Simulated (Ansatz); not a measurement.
Ansatz input

```yaml
crystal:
  lattice:
    - [2.3506751375, 0.0, 0.0]
    - [0.0, 2.3506751375, 0.0]
    - [0.0, 0.0, 2.3506751375]
  atoms:
    - { symbol: Cr, position: [0.0, 0.0, 0.0], spin: 1.5 }
hamiltonian:
  xc: revpbe
  pseudopotentials:
    kind: paw
    azcp:
      Cr: "pseudopotentials/Cr.paw.azcp"
basis:
  ecutwfc: 420
  fft_grid_basis: typed
kpoints:
  mp_grid: { grid: [22, 22, 22], shift: [0, 0, 0] }
magnetization:
  spin_polarized: true
scf:
  occupations: { method: fermi_dirac, width: 0.05 }
output:
  write_density: true
  write_potential: true
  elf: true
  volumetric_format: npy
```

Terminal output

```
Engine: ansatz 0.2.0, aarch64-unknown-linux-gnu
Pseudopotentials: kind: paw
Pseudopotential: Cr, paw, valence charge 14, recommended cutoff 420 eV (normal) 
Functional definition: revPBE
  parameter kappa = 1.245
  parameter beta = 0.06672455060314922
  exchange = pbe_x(kappa = kappa, mu = beta*pi^2/3)
  correlation = pbe_c(beta = beta)
Crystal: 1 atoms, lattice volume = 12.989 Å³
Basis set: ecut = 420 eV, 251 PW (Γ)
Bands: 12, of which v1, the nominal top of the filled ones, is band 7 counted from 1 (6 counted from 0)
Symmetry: 48 space group operations
Space group: Pm-3m (ITA 221), of the structure as read, at distance tolerance 2.4e-5 Å
Magnetic group: BNS 221.92 (UNI 1594), of the structure as read, at distance tolerance 2.4e-5 Å
k-points: 364 of 10648
Non-local potential: Cr, projectors of the file, l = 0: 3, l = 1: 2, l = 2: 3, l = 3: 1
PAW form: soft (Blöchl's): semilocal exchange-correlation on the pseudo side does not see the compensation charge
PAW frozen core: Cr, regenerated for the run's functional, and the local potential with it (the file was generated under x = pbe(κ = 0.804, μ = 0.2195149727645171), c = pbe(β = 0.06672455060314922))
PAW one-centre angular grid: Cr, 590 points (default); XC on 64 Gauss nodes
Initial density: superposition of atomic densities (chi_scale 0.1, normalization cell)
Starting moments: Σ|m| = 1.5 μB on 1 of 1 site
Initial wavefunctions: pseudopotential atomic-orbital guess
Functional: x = revpbe(κ = 1.245, μ = 0.2195149727645171), c = pbe(β = 0.06672455060314922)
SCF iter   1: F=—  HF=-3381.785637 eV  |F-HF|=—  |Δ(HF+E_count)|=         —  Δρ=1.85e-1 (↑1.85e-1 ↓5.51e-2)  dr2=3.91e0  dr2_m=1.15e0  M=0.251 μB ∫|m|=0.251 μB  β_m=0.30  ethr=3.10e-3  ⟨swp⟩=3.7  Hψ=40409  notcnv=0
Mixer restart at iter 1: flushing history
SCF iter   2: F=—  HF=-3380.372810 eV  |F-HF|=—  |Δ(HF+E_count)|=    1.41e0  Δρ=1.12e-1 (↑1.12e-1 ↓4.41e-2)  dr2=1.16e0  dr2_m=5.56e-1  M=0.239 μB ∫|m|=0.239 μB  β_m=0.50  ethr=3.10e-3  ⟨swp⟩=3.0  Hψ=22575  notcnv=0  defer=183
SCF iter   3: F=—  HF=-3379.898723 eV  |F-HF|=—  |Δ(HF+E_count)|=   4.74e-1  Δρ=2.79e-2 (↑2.79e-2 ↓2.31e-2)  dr2=3.03e-2  dr2_m=6.60e-2  M=0.132 μB ∫|m|=0.133 μB  β_m=0.68  ethr=3.10e-3  ⟨swp⟩=2.6  Hψ=16057  notcnv=0  defer=183
SCF iter   4: F=—  HF=-3379.920360 eV  |F-HF|=—  |Δ(HF+E_count)|=   2.16e-2  Δρ=4.69e-3 (↑2.70e-3 ↓4.69e-3)  dr2=1.14e-3  dr2_m=1.45e-3  M=0.023 μB ∫|m|=0.024 μB  β_m=0.84  ethr=2.17e-4  ⟨swp⟩=2.7  Hψ=21288  notcnv=0  defer=128
SCF iter   5: F=—  HF=-3379.921657 eV  |F-HF|=—  |Δ(HF+E_count)|=   1.30e-3  Δρ=4.32e-4 (↑4.21e-4 ↓4.32e-4)  dr2=8.67e-5  dr2_m=4.97e-7  M=-0.001 μB ∫|m|=0.001 μB  β_m=0.78  ethr=8.13e-6  ⟨swp⟩=2.4  Hψ=14787  notcnv=0  defer=128
SCF iter   6: F=—  HF=-3379.921711 eV  |F-HF|=—  |Δ(HF+E_count)|=   5.40e-5  Δρ=2.71e-4 (↑2.71e-4 ↓1.13e-4)  dr2=1.39e-5  dr2_m=8.74e-7  M=0.001 μB ∫|m|=0.001 μB  β_m=0.89  ethr=6.19e-7  ⟨swp⟩=1.1  Hψ=8920  notcnv=0  defer=128
SCF iter   7: F=—  HF=-3379.921711 eV  |F-HF|=—  |Δ(HF+E_count)|=   4.89e-7  Δρ=7.10e-5 (↑2.21e-5 ↓7.10e-5)  dr2=2.98e-7  dr2_m=2.32e-7  M=0.000 μB ∫|m|=0.000 μB  β_m=0.82  ethr=9.92e-8  ⟨swp⟩=2.2  Hψ=11075  notcnv=0  defer=128
SCF iter   8: F=—  HF=-3379.921711 eV  |F-HF|=—  |Δ(HF+E_count)|=   9.15e-8  Δρ=8.95e-6 (↑8.95e-6 ↓6.47e-6)  dr2=9.75e-10  dr2_m=7.03e-9  M=0.000 μB ∫|m|=0.000 μB  β_m=0.91  ethr=2.13e-9  ⟨swp⟩=2.7  Hψ=12701  notcnv=0  defer=128
SCF iter   9: F=—  HF=-3379.921711 eV  |F-HF|=—  |Δ(HF+E_count)|=   2.56e-9  Δρ=8.38e-7 (↑7.52e-7 ↓8.38e-7)  dr2=2.16e-11  dr2_m=7.02e-11  M=-0.000 μB ∫|m|=0.000 μB  β_m=0.96  ethr=6.96e-12  ⟨swp⟩=2.1  Hψ=12035  notcnv=0  defer=128
SCF iter  10: F=-3379.921711 eV  HF=-3379.921711 eV  |F-HF|=1.36e-12  |Δ(HF+E_count)|=  1.51e-10  Δρ=1.86e-7 (↑1.86e-7 ↓7.91e-8)  dr2=2.99e-12  dr2_m=1.69e-12  M=-0.000 μB ∫|m|=0.000 μB  ethr=1.00e-12  ⟨swp⟩=1.7  Hψ=23610  notcnv=0
SCF 1 converged in 10 iterations: F = -3379.921711 eV  dr2 = 2.99e-12
WARN: the starting moments were not kept: the SCF closed with an absolute magnetisation of 2.6e-6 μB, where they sum to 1.5 μB in size (1 site). That is at most 0.1 of that sum. Measured as dr2_m measures the in/out step, that magnetisation stands 5.8e-12 eV from none, at or under the dr2_threshold of 1.0e-7 eV: it is no larger than a step whose dr2_m would equal this threshold. The system may hold no moment; this SCF shows only that its start led to no more than that. To try another start: raise the starting moments (crystal.atoms[].spin, magnetization.per_species, magnetization.initial_magnetization, or on a non-collinear deck that types none of these the spinor_matrix: blocks that start its atoms; where the total moment is fixed, keep their sum and leave initial_magnetization as it is; typed ones take the place of any that the run laid by itself, positive ones on a crystal's lanthanoids without a Hubbard term where scf.initial_density.shell_occupations: [] is typed) or, if the notice of its spin-set hold's release reads "site moments contracting" or "site moments show no strong build", lengthen the hold (scf.mixing.spin_hold: { on: { confirm: 4 } }; for m-r²SCAN on two components see the key's manual first). Each may lead to a state that holds a moment. A second SCF, from the converged charge density, with the starting moments and any scf.initial_density.shell_occupations laid on it anew, would have followed, and was not run: the deck does not ask for one (magnetization.retry_lost_moments is false, the default). To let it run, set magnetization.retry_lost_moments: true and run the deck again, where that key's refused combinations let it; where memory then withholds it, that run's warning says so.
SCF converged after 10 iterations
Magnetization: -0.0000 μB (7.0000 up, 7.0000 down)
Absolute magnetization: 0.0000 μB (∫|ρ↑−ρ↓|, with the PAW one-centre terms)
Spin contamination: 0.0000 ħ² per cell (⟨S²⟩ above its minimum at these occupations)
Per-site moments (μB) at R_I (Å): [(-2.242546245163112e-6, 0.9696534942187501)]
Free energy (F): -3379.921711 eV
Harris-Foulkes:  -3379.921711 eV  (|F-HF|=1.36e-12)
Internal energy: -3379.909317 eV  (E = F + TS)
E sigma→0 (E₀):  -3379.915514 eV
Entropy (-TS):   -0.012394 eV (-12.394 meV/atom)
Fermi energy:    17.093102 eV
--- Per-component energies (eV) ---
  E_band       = -175.037332
  E_kinetic    = 344.206646
  E_local      = -1344.110343  (includes V_loc(G=0)·N_el)
  E_nonlocal   = 80.636113
  E_hartree    = 582.307875
  E_xc         = -139.392849
  E_vxc        = -177.597575  (∫ρ·V_xc dr)
  E_paw        = -1200.224677  (= ΣΔE_a)
  E_vpaw       = -242.788212  (= ΣTr[D̂ρ^β])
  E_aug_tail   = 0.000371  (compensation charges beyond the density's cutoff)
  E_ewald      = -1703.296029
  E_core_change = -0.036424  (= ΣΔE_core)
  E_smearing   = -0.012394  (= −TS)
  E_closure    = 0.000000  (closes the sum)
  Σ components = -3379.921711   (vs F -3379.921711, Δ=0.00e0)
--- Band table (eV; the first three rows and the last of 728) ---
  k-point 0 ↑: bands = ["-54.7466", "-25.4783", "-25.4783", "-25.4783", "9.7440", "13.9516", "13.9516", "19.5163", "19.5163", "19.5163", "36.4624", "36.4624"]
  k-point 1 ↑: bands = ["-54.7434", "-25.4991", "-25.4765", "-25.4765", "9.8095", "13.9657", "13.9984", "19.4711", "19.4711", "19.5198", "35.7786", "36.5601"]
  k-point 2 ↑: bands = ["-54.7344", "-25.5598", "-25.4713", "-25.4713", "10.0028", "14.0072", "14.1367", "19.3409", "19.3409", "19.5299", "34.3317", "36.8480"]
  k-point 363 ↓: bands = ["-54.3013", "-26.1914", "-26.1914", "-26.1914", "14.2218", "14.2218", "14.2218", "20.8422", "20.8422", "28.1534", "30.9177", "30.9177"]
```
